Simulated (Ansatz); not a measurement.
**Yb, A15: geometry optimisation**

The calculation used DFT, revPBE, plane waves (420 eV) with PAW, scalar-relativistic (Ansatz 0.2.0). (PAW data from PBE, frozen cores regenerated.)

k-point mesh 4×4×4, Fermi-Dirac smearing 0.1 eV, no spin polarisation. Cell and atoms relax.

Starting structure:

```xyz
8
Lattice="6.9122 0.0000 0.0000 0.0000 6.9122 0.0000 0.0000 0.0000 6.9122" Properties=species:S:1:pos:R:3 pbc="T T T"
Yb    0.0000    0.0000    0.0000
Yb    3.4561    3.4561    3.4561
Yb    1.7280    0.0000    3.4561
Yb    5.1841    0.0000    3.4561
Yb    3.4561    1.7280    0.0000
Yb    3.4561    5.1841    0.0000
Yb    0.0000    3.4561    1.7280
Yb    0.0000    3.4561    5.1841
```

What cell does the relaxation end in?

Pm-3n with a = 6.759 Å; 38.59 Å³ per atom against 41.28 at the start (-6.5 %).

How much energy does the relaxation gain?

8.9 meV per atom.

Path of the relaxation (the plane waves are chosen anew near the end, which can shift the energy a little):

```csv
step,E − E(final) (meV/atom),V (Å³/atom),P (GPa),max force (eV/Å)
0,8.91,41.281,-0.99,0.000
1,2.42,40.031,-0.57,0.000
2,-0.67,38.460,0.05,0.000
3,-0.65,38.593,0.00,0.000
4,0.00,38.593,-0.02,0.000
```
